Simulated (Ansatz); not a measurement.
# BeS: the cost of one run

Method: DFT PBE, scalar-relativistic, plane waves, PAW, in Ansatz 0.2.0.

**1. The structure to begin with**

Symmetry: Cmcm, No. 63, orthorhombic system. The conventional cell has a = 3.467 Å, b = 9.870 Å, c = 3.581 Å, α = 90.00°, β = 90.00°, γ = 90.00°. Be (site symmetry m2m) is surrounded by 5 S at 2.27 to 2.49 Å. Around S (site symmetry m2m) lie 5 Be at 2.27 to 2.49 Å.

As a file:

```cif
data_structure
_symmetry_space_group_name_H-M 'P 1'
_symmetry_Int_Tables_number 1
_cell_length_a 5.2306
_cell_length_b 5.2306
_cell_length_c 3.5806
_cell_angle_alpha 90.000
_cell_angle_beta 90.000
_cell_angle_gamma 141.287
_cell_volume 61.27
loop_
_atom_site_label
_atom_site_type_symbol
_atom_site_fract_x
_atom_site_fract_y
_atom_site_fract_z
_atom_site_occupancy
Be1 Be 0.63176 0.36824 0.75000 1
Be2 Be 0.36824 0.63176 0.25000 1
S1 S 0.86129 0.13871 0.75000 1
S2 S 0.13871 0.86129 0.25000 1
```

A structure generator made this guess: species swapped into a database cell of PbSe (Cmcm, No. 63), with Be on the Pb sites and S on the Se sites. Its size is a rough estimate.

**2. A first look at the guess**

input.yaml

```yaml
crystal:
  lattice:
    - [1.73366219, -4.93494249, 0.0]
    - [1.73366219, 4.93494249, 0.0]
    - [0.0, 0.0, 3.58055381]
  atoms:
    - { symbol: Be, position: [0.63176072, 0.36823928, 0.75] }
    - { symbol: Be, position: [0.36823928, 0.63176072, 0.25] }
    - { symbol: S, position: [0.86128997, 0.13871003, 0.75] }
    - { symbol: S, position: [0.13871003, 0.86128997, 0.25] }
basis:
  ecutwfc: 420
kpoints:
  mp_grid: { grid: [6, 6, 6] }
hamiltonian:
  xc: pbe
scf:
  occupations: { method: gaussian, width: 0.1 }
  lower_state_search: "off"
output:
  forces: true
  stress: true
  eigenvalues: true
```

On the command line:

```
$ ansatz run input.yaml --threads 1 --pin off --max-ram 2560MiB --backend cpu --events-out ev --progress --plain --runs-dir out
```

Q: Estimate wall time and peak memory on 1 thread of Intel Xeon Platinum 8488C (Sapphire Rapids), shared host.

About 2 s, with a peak of 0.39 GiB.
